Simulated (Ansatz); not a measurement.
## CsI: one input, then a changed one

The cell is COD entry 9008790, as deposited and not checked against the literature; nothing was relaxed.

First run: DFT, LDA, all-electron LAPW, scalar-relativistic (Ansatz 0.2.0).

Command: `ansatz run input.yaml --threads 1 --pin off --max-ram 2048MiB --backend cpu --events-out ev --progress --plain --runs-dir out` The run took 4.9 s on 1 thread of Intel(R) Xeon(R) 6975P-C (Granite Rapids), on a shared host, peak memory 0.32 GiB.

```yaml
crystal:
  lattice:
    - [4.5667, 0.0, 0.0]
    - [0.0, 4.5667, 0.0]
    - [0.0, 0.0, 4.5667]
  atoms:
    - { symbol: Cs, position: [0.0, 0.0, 0.0] }
    - { symbol: I, position: [0.5, 0.5, 0.5] }
kpoints:
  mp_grid: { grid: [7, 7, 7] }
  band_path:
    path:
      - [0.0, 0.0, 0.0]
      - [0.0, 0.5, 0.0]
      - [0.5, 0.5, 0.0]
      - [0.0, 0.0, 0.0]
      - [0.5, 0.5, 0.5]
      - [0.0, 0.5, 0.0]
      - [0.5, 0.5, 0.5]
      - [0.5, 0.5, 0.0]
    npoints: 5
scf:
  occupations: { method: fermi_dirac, width: 0.01 }
hamiltonian:
  xc: lda
  pseudopotentials: { kind: all_electron, lapw: { basis_error: 0.00025 } }
output:
  forces: true
  stress: true
  eigenvalues: true
```

Result: converged; pressure -1.41 GPa; gap on the k mesh 3.55 eV (the mesh can miss the band edges); 8 SCF iterations.

No spin–orbit coupling, which matters for the heavy atoms here.

A second input differs as follows:

```diff
@@ -22,4 +22,5 @@
 scf:
   occupations: { method: fermi_dirac, width: 0.01 }
+  max_iter: 80
 hamiltonian:
   xc: lda
@@ -29,3 +30,4 @@
   stress: true
   eigenvalues: true
+total_charge: 6
```

**Question.** What is wrong with it, and what does the program do?

**Answer.** The fault is a charge that the system can't hold (a charged periodic cell is solved on a neutralising background, which makes energy and pressure unphysical). The run converged; pressure -3.06 GPa; gap on the k mesh 0.07 eV (the mesh can miss the band edges); 19 SCF iterations. Such numbers aren't properties of the crystal. The log ends:
```
  atom   2  I      0.00000000    -0.00000000     0.00000000
  max |Σ_I F_I| component: 9.86e-32 eV/Å
--- Stress (GPa, compression-positive) ---
       -3.058671       0.000000       0.000000
        0.000000      -3.058671       0.000000
        0.000000       0.000000      -3.058671
  P = ⅓ Tr σ = -3.0587 GPa (-30.587 kbar)
--- Band table (eV; the first three rows and the last of 20) ---
  k-point 0: bands = ["-177.3672", "-148.3918", "-148.3918", "-148.3918", "-124.4949", "-124.4949", "-124.4949", "-62.1551", "-62.1551", "-62.1551", "-62.1538", "-62.1538", "-47.3420", "-47.3420", "-47.3420", "-47.3420", "-47.3420", "-13.5940", "-11.4784", "0.0185", "0.0185", "0.0185", "1.1074", "1.1074", "1.1074", "11.2967", "11.9679", "11.9679", "14.6005", "14.6005", "14.6005", "16.9560"]
  k-point 1: bands = ["-177.3672", "-148.3918", "-148.3918", "-148.3918", "-124.4949", "-124.4949", "-124.4949", "-62.1551", "-62.1551", "-62.1551", "-62.1538", "-62.1538", "-47.3420", "-47.3420", "-47.3420", "-47.3420", "-47.3420", "-13.5883", "-11.4784", "0.0098", "0.0623", "0.0623", "0.9886", "1.0616", "1.0616", "11.5947", "12.0904", "12.2658", "14.5526", "14.5526", "14.7109", "16.2115"]
  k-point 2: bands = ["-177.3672", "-148.3918", "-148.3918", "-148.3918", "-124.4949", "-124.4949", "-124.4949", "-62.1551", "-62.1551", "-62.1551", "-62.1538", "-62.1538", "-47.3420", "-47.3420", "-47.3420", "-47.3420", "-47.3419", "-13.5755", "-11.4784", "0.0130", "0.1800", "0.1800", "0.7104", "0.9392", "0.9392", "12.3417", "12.4502", "13.0239", "14.5358", "14.5358", "15.0362", "15.0817"]
  k-point 19: bands = ["-177.3672", "-148.3918", "-148.3918", "-148.3918", "-124.4949", "-124.4949", "-124.4949", "-62.1551", "-62.1551", "-62.1551", "-62.1538", "-62.1538", "-47.3420", "-47.3420", "-47.3420", "-47.3419", "-47.3419", "-13.5343", "-11.4241", "-0.0437", "0.0590", "0.0590", "0.5245", "0.5245", "0.6470", "13.3396", "13.7028", "13.7028", "14.6183", "14.6183", "14.6290", "17.2858"]
```
